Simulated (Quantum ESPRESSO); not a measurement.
# Y under changes of volume

One of the cells (34.024 Å³/atom); the others are scaled copies at fixed shape and fractional positions:

```xyz
4
Lattice="3.6425 0.0000 0.0000 -1.8213 3.1545 0.0000 0.0000 0.0000 11.8441" Properties=species:S:1:pos:R:3 pbc="T T T"
Y     1.8213    1.0515    8.8831
Y     0.0000    0.0000    5.9221
Y     0.0000    2.1030    2.9610
Y     0.0000    0.0000    0.0000
```

| Item | Value |
| --- | --- |
| Program | Quantum ESPRESSO 7.5 |
| Functional | PBE |
| Potentials or basis | SSSP 1.3 efficiency PBE |
| Cutoff | 748 eV |
| Density cutoff | 5987 eV |
| k mesh | 8 × 8 × 3 |
| Occupations | fermi-dirac, width 0.05 eV |
| Spin | no spin polarisation |

```tsv
volume (Å³/atom)	energy over the lowest point (meV/atom)	pressure (GPa)
31.982	0.50	0.6
32.663	0.00	-0.2
33.343	2.89	-1.0
34.024	8.88	-1.7
34.704	?	?
35.385	29.23	-3.0
36.065	43.14	-3.5
```

Problem. What does the run at 34.704 Å³/atom give?

Solution. Energy over the lowest point 17.74 meV/atom; pressure -2.4 GPa.

Worked out: A Birch-Murnaghan fit of order 3 (a polynomial in V^(-2/3)) to the other rows has its minimum at 32.42 Å³/atom with B0 = V·E''(V) = 39 GPa and B' = 2.9 at fixed shape and positions, which overstates the stiffness. It gives 17.73 meV/atom at 34.704 Å³/atom, against the run's 17.74, and -dE/dV = -2.4 GPa, against -2.4.

Energies are extrapolated to zero smearing.
